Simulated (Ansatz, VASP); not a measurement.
**KI in VASP and in Ansatz**

```
K I
1.0
     0.00000    3.65856    3.65856
     3.65856    0.00000    3.65856
     3.65856    3.65856    0.00000
K I
1 1
Cartesian
  0.0000 0.0000 0.0000
  3.6586 3.6586 3.6586
```

Alike in both runs: task single point; functional PBE; k mesh 6 × 6 × 6; occupations gaussian, width 0.02 eV; no spin polarisation.

|  | VASP | Ansatz |
| --- | --- | --- |
| version | VASP 6.6.1 | Ansatz 0.2.0 |
| potentials or method | VASP PAW PBE potentials, release 64 (K_sv, I) | scalar-relativistic, plane waves, PAW |
| plane-wave cutoff (eV) | 520 | 420 |
| valence electrons in the cell | 16 | 26 |

```tsv
	VASP	Ansatz	Ansatz less VASP
gap on the k mesh at the Fermi level (eV)	3.73	3.74	+0.004
least direct gap on the mesh (eV)	3.73	3.74	+0.004
pressure (GPa)	-0.5	-0.5	-0.02
```

The two sets of potentials don't hold the same shells in valence.

Caveats: spin-orbit coupling is left out, which moves the levels of the heavy elements. PBE gaps usually lie below the measured ones, often by a third to a half.
